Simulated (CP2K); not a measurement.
# Ag in CP2K: the effect of functional

Crystal: Ag.

```
CELL_PARAMETERS angstrom
2.88888 0.00000 0.00000
1.44444 2.50185 0.00000
1.44444 0.83395 2.35876
ATOMIC_POSITIONS crystal
Ag 0.00000 0.00000 0.00000
```

Alike in all runs:

| Quantity | Value |
| --- | --- |
| Program | CP2K 2026.2 |
| Task | band structure |
| Potentials or basis | POTENTIAL_UZH Ag GTH-PBE-q11; TZVP-MOLOPT-PBE-GTH basis |
| Density cutoff | 9184 eV |
| k mesh | 11 × 11 × 11 |
| Occupations | fermi-dirac, width 0.05 eV |
| Spin | no spin polarisation |

```tsv
functional	pressure (GPa)
PBE	4.2
LDA	?
PBEsol	-2.3
RPBE	7.2
optB88-vdW	5.5
WC	-1.3
r2SCAN	-3.7
```

Question: What does the run with functional LDA give?

Answer: Pressure -5.4 GPa.

Caveats: the basis of atomic orbitals isn't converged, which shifts pressures, moduli and gaps; the potentials were made for another functional, which shifts forces and pressure (some runs).
